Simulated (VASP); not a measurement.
The system is BaHfO3.

```
Ba Hf O
1.0
     4.15354    0.00000    0.00000
     0.00000    4.15354    0.00000
     0.00000    0.00000    4.15354
Ba Hf O
1 1 3
Direct
  0.50000 0.50000 0.50000
  0.00000 0.00000 0.00000
  0.00000 0.50000 0.00000
  0.50000 0.00000 0.00000
  0.00000 0.00000 0.50000
```

The cell comes from a database or a generator and needn't be the stable form of this composition.

Base run:

```yaml
Program: VASP 6.6.1
Functional: r2SCAN
Potentials_or_basis: VASP PAW PBE potentials, release 64 (Ba_sv, Hf_pv, O)
Cutoff: 520 eV
k_mesh: 6 × 6 × 6
Occupations: gaussian, width 0.02 eV
Spin: no spin polarisation
```

Its results: band gap on the k mesh 4.15 eV, indirect (least direct gap 4.37 eV); pressure 2.3 GPa.

Task: The run is repeated on the same cell with these changes: functional from r2SCAN to PBEsol. What comes out?

Result: Band gap on the k mesh 3.50 eV, indirect (least direct gap 3.70 eV); pressure 0.1 GPa.

r2SCAN gives the wider gap, since meta-GGAs in the generalised Kohn-Sham scheme recover part of the derivative discontinuity.

Caveats: the PAW data sets were made with another functional, which shifts forces and pressure a little; spin-orbit coupling is left out, which moves the levels of the heavy elements.
